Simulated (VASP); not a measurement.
Runs of VASP 6.6.1 on BaTiO3. Symmetry: Pm-3m, No. 221, cubic system. Conventional cell: a = 3.983 Å, b = 3.983 Å, c = 3.983 Å, α = 90.00°, β = 90.00°, γ = 90.00°. Ba (site symmetry m-3m) is surrounded by 12 O at 2.82 Å. Around Ti (site symmetry m-3m) lie 6 O at 1.99 Å. O (site symmetry 4/mmm) is surrounded by 2 Ti at 1.99 Å. 

```tsv
level	potentials or basis	k mesh	cutoff (eV)	smearing	gap on the mesh (eV)	pressure (GPa)
PBEsol	VASP PAW PBE potentials, release 64 (Ba_sv, Ti_sv, O)	8 × 8 × 8	520	gaussian 0.5 eV	1.73	0.1
PBEsol	VASP PAW PBE potentials, release 64 (Ba_sv, Ti_sv, O)	10 × 10 × 10	520	gaussian 0.02 eV	1.73	0.1
PBEsol	VASP PAW PBE potentials, release 64 (Ba_sv, Ti_sv, O)	8 × 8 × 8	700	gaussian 0.02 eV	1.73	(a)
r2SCAN	VASP PAW PBE potentials, release 64 (Ba_sv, Ti_sv, O)	8 × 8 × 8	520	gaussian 0.02 eV	2.17	3.6
PBEsol	VASP PAW PBE potentials, release 64 (Ba_sv, Ti_sv, O_h)	8 × 8 × 8	900	gaussian 0.02 eV	1.73	-0.3
```

Alike in all rows: task single point; no spin polarisation; cell as given.

Task: Fill in the values left out.

Result: (a) 0.0.

Caveats: the PAW data sets were made with another functional, which shifts forces and pressure a little; spin-orbit coupling is left out, which moves the levels of the heavy elements; the cutoff is under 1.25 times the usual one of these potentials, so pressure, stress and relaxed cells hold a basis-set (Pulay) error (some runs).

A k mesh can miss the band edges, and the runs leave out spin-orbit coupling on Ba.

Not every run made on this cell is shown here.
